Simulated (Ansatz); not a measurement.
Relaxed-ion elastic tensor of MgF₂ (rutile, space group No. 136) in GPa (Voigt order), LDA (plane waves, PAW; program Ansatz); density 3.31 g/cm³, 10.42 Å³ per atom.

```
 148   106  72.5   0.0   0.0   0.0
 106   148  72.5   0.0   0.0   0.0
72.5  72.5   214   0.0   0.0   0.0
 0.0   0.0   0.0  55.5   0.0   0.0
 0.0   0.0   0.0   0.0  55.5   0.0
 0.0   0.0   0.0   0.0   0.0   107
```

### Question
Is the crystal mechanically stable?

### Answer
Yes: the smallest eigenvalue of C is 42.5 GPa.

### Question
Work out the Voigt, Reuss and Hill averages.

### Answer
K_V = 113, K_R = 112, K_H = 112; G_V = 61.0, G_R = 46.4, G_H = 53.7 GPa.

### Question
Give Young's modulus, Poisson's ratio, Pugh's ratio and the universal anisotropy index.

### Answer
E = 9KG/(3K + G) = 139 GPa; ν = 0.29; K/G = 2.09 (ductile by the Pugh limit of 1.75); A_U = 5G_V/G_R + K_V/K_R − 6 = 1.58.

### Question
Estimate the sound speeds and the Debye temperature.

### Answer
v_l = √((K + 4G/3)/ρ) = 7450 m/s, v_t = √(G/ρ) = 4030 m/s, mean 4490 m/s; Θ = (h/k)(3n/4πV)^(1/3) v_m = 613 K.

### Question
Solve the Christoffel equation for the three sound speeds along x, y, z.

### Answer
Eigenvalues of C_ijkl n_j n_l equal ρv². In km/s, slowest first: x 4.09, 5.69, 6.69; y 4.09, 5.69, 6.69; z 4.09, 4.09, 8.05.

### Question
How much does each axis shrink under pressure?

### Answer
Linear compressibilities β_i = Σ_j S_ij (j = 1 to 3): x 3.2, y 3.2, z 2.5 per TPa.

Space group P4_2/mnm (rutile). The cell was relaxed with LDA under the symmetry of its start; phonons on a q-mesh show no instability.

Potentials: the later of the program's two PAW sets.
